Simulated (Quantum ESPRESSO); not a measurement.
Here is a Quantum ESPRESSO 7.5 calculation.

pw.in

```
&CONTROL
  calculation = 'scf'
  prefix = 'pwscf'
  outdir = './tmp'
  pseudo_dir = './pseudo'
  tprnfor = .true.
  tstress = .true.
  disk_io = 'low'
/
&SYSTEM
  ibrav = 0
  nat = 2
  ntyp = 2
  ecutwfc = 45
  ecutrho = 360
  nbnd = 14
  input_dft = 'vdw-df-c09'
  occupations = 'smearing'
  smearing = 'mp'
  degauss = 0.00734986
  tot_charge = 0.5
/
&ELECTRONS
  conv_thr = 4d-10
  electron_maxstep = 120
  mixing_beta = 0.1
/
ATOMIC_SPECIES
Se    78.9710 se_pbe_v1.uspp.F.UPF
Mg    24.3050 mg_pbe_v1.4.uspp.F.UPF
CELL_PARAMETERS angstrom
   0.0000000000    2.6118029641    2.6118029641
   2.6118029641    0.0000000000    2.6118029641
   2.6118029641    2.6118029641    0.0000000000
ATOMIC_POSITIONS angstrom
Se     2.6118029641    2.6118029641    2.6118029641
Mg     0.0000000000    0.0000000000    0.0000000000
K_POINTS automatic
8 8 8 0 0 0
```

pp_density.in

```
&INPUTPP
  prefix = 'pwscf'
  outdir = './tmp'
  filplot = 'density.dat'
  plot_num = 0
/
&PLOT
  nfile = 1
  filepp(1) = 'density.dat'
  iflag = 3
  output_format = 6
  fileout = 'density.cube'
/
```

pp_potential.in

```
&INPUTPP
  prefix = 'pwscf'
  outdir = './tmp'
  filplot = 'potential.dat'
  plot_num = 11
/
&PLOT
  nfile = 1
  filepp(1) = 'potential.dat'
  iflag = 3
  output_format = 6
  fileout = 'potential.cube'
/
```

The input pp_potential_ks.in:

```
&INPUTPP
  prefix = 'pwscf'
  outdir = './tmp'
  filplot = 'potential_ks.dat'
  plot_num = 1
/
&PLOT
  nfile = 1
  filepp(1) = 'potential_ks.dat'
  iflag = 3
  output_format = 6
  fileout = 'potential_ks.cube'
/
```

Potentials or basis: GBRV 1.5 PBE.

Command:

```bash
$ OMP_NUM_THREADS=1 pw.x -in pw.in > pw.out
$ OMP_NUM_THREADS=1 pp.x -in pp_density.in > pp_density.out
$ OMP_NUM_THREADS=1 pp.x -in pp_potential.in > pp_potential.out
$ OMP_NUM_THREADS=1 pp.x -in pp_potential_ks.in > pp_potential_ks.out
```

Problem. What does it give for the pressure?

Solution. -16.7 GPa.

Problem. Estimate the band gap on the k mesh.

Solution. None (metal or under the smearing width).

Caveat: the cell carries a net charge on a neutralising background, which shifts energy and pressure; the potentials were made for another functional, which shifts forces and pressure.
